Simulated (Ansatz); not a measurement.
# PtSe2: shifting one sublattice

The task, for PtSe2: measure how stiffly every Pt atom is held.

The COD entry's cell or inner coordinates are ideal or old and differ from later refinements, so a difference from it is no clean test against experiment.

Computed with Ansatz 0.2.0 (DFT PBE, scalar-relativistic, plane waves, PAW, unless a step's input says otherwise).

3 further runs of the same task are left out: 1 that didn't finish, 2 set aside as unsound or not needed. Runs told in other sessions of the task aren't counted.

## (1) The starting structure

Symmetry: P-3m1, No. 164, trigonal system. Conventional cell: a = 3.752 Å, b = 3.752 Å, c = 6.527 Å, α = 90.00°, β = 90.00°, γ = 120.00°. Around Pt (site symmetry -3m) lie 6 Se at 2.53 Å. Se (site symmetry 3m) has 3 Pt at 2.53 Å in its first shell of neighbours.

Coordinates:

```cif
data_structure
_symmetry_space_group_name_H-M 'P-3m1'
_symmetry_Int_Tables_number 164
_cell_length_a 3.7517
_cell_length_b 3.7517
_cell_length_c 6.5269
_cell_angle_alpha 90.000
_cell_angle_beta 90.000
_cell_angle_gamma 120.000
_cell_volume 79.56
loop_
_atom_site_label
_atom_site_type_symbol
_atom_site_symmetry_multiplicity
_atom_site_Wyckoff_symbol
_atom_site_fract_x
_atom_site_fract_y
_atom_site_fract_z
_atom_site_occupancy
Pt1 Pt 1 a 0.00000 0.00000 0.00000 1
Se1 Se 2 d 0.33333 0.66667 0.20019 1
```

This cell was relaxed beforehand with the same method: volume 26.52 Å³/atom, gap on the mesh 0.90 eV.

## (2) The reference cell

The reference gives a free energy of -23462.3698 eV, pressure -0.01 GPa, largest force 0.001 eV/Å and gap on the mesh 0.90 eV. It was computed beforehand with the settings of the runs below.

## (3) Next: shifting one sublattice

Every Pt atom is moved by x along the Cartesian unit vector (-0.742, -0.428, 0.517); the cell and all other atoms stay fixed. Forces below are components along that vector, summed over the moved atoms.

## (4) Point x = -0.200 Å

File input.yaml:

```yaml
crystal:
  lattice:
    - [3.7516620337, 0.0, 0.0]
    - [-1.8758310169, 3.2490346276, 0.0]
    - [0.0, 0.0, 6.5268785481]
  atoms:
    - { symbol: Pt, position: [0.052709365, 0.0263546825, -0.0158275941] }
    - { symbol: Se, position: [0.3333333333, 0.6666666667, 0.2001869949] }
    - { symbol: Se, position: [0.6666666667, 0.3333333333, 0.7998130051] }
basis:
  ecutwfc: 420
kpoints:
  mp_grid: { grid: [12, 12, 4] }
hamiltonian:
  xc: pbe
scf:
  occupations: { method: gaussian, width: 0.05 }
output:
  forces: true
  stress: true
  eigenvalues: true
```

Started as:

```sh
ansatz run input.yaml --threads 1 --pin off --max-ram 2560MiB --backend cpu --events-out ev --progress --plain --runs-dir out
```

## (5) Point x = 0.150 Å

input.yaml: that of step 4 with these lines changed.

```diff
@@ -6,3 +6,3 @@
   atoms:
-    - { symbol: Pt, position: [0.052709365, 0.0263546825, -0.0158275941] }
+    - { symbol: Pt, position: [-0.0395320237, -0.0197660119, 0.0118706955] }
     - { symbol: Se, position: [0.3333333333, 0.6666666667, 0.2001869949] }
```

## (6) Point x = -0.100 Å

input.yaml: that of step 5 with these lines changed.

```diff
@@ -6,3 +6,3 @@
   atoms:
-    - { symbol: Pt, position: [-0.0395320237, -0.0197660119, 0.0118706955] }
+    - { symbol: Pt, position: [0.0263546825, 0.0131773412, -0.007913797] }
     - { symbol: Se, position: [0.3333333333, 0.6666666667, 0.2001869949] }
@@ -21 +21,5 @@
   eigenvalues: true
+  write_density: true
+  write_potential: true
+  elf: true
+  volumetric_format: npy
```

(Steps that only read results are left out.)

What does the calculation give?

As calculated:

```
                                                        quantity        value
force constant along x, from the points at -0.100, 0 and 0.150 Å  15.29 eV/Å²
```

**Reading.** Near the site the force constant is 15.29 eV/Å². The step of 0.15 Å is wide, so anharmonic terms mix in. The undisturbed cell stays the lowest of the sampled points. The gap on the mesh stays between 0.75 and 0.90 eV. Spin-orbit coupling is left out, which matters for the bands of Pt. Layers here are held mostly by dispersion, which this level lacks, so their spacing and the stiffness across them are unreliable there.
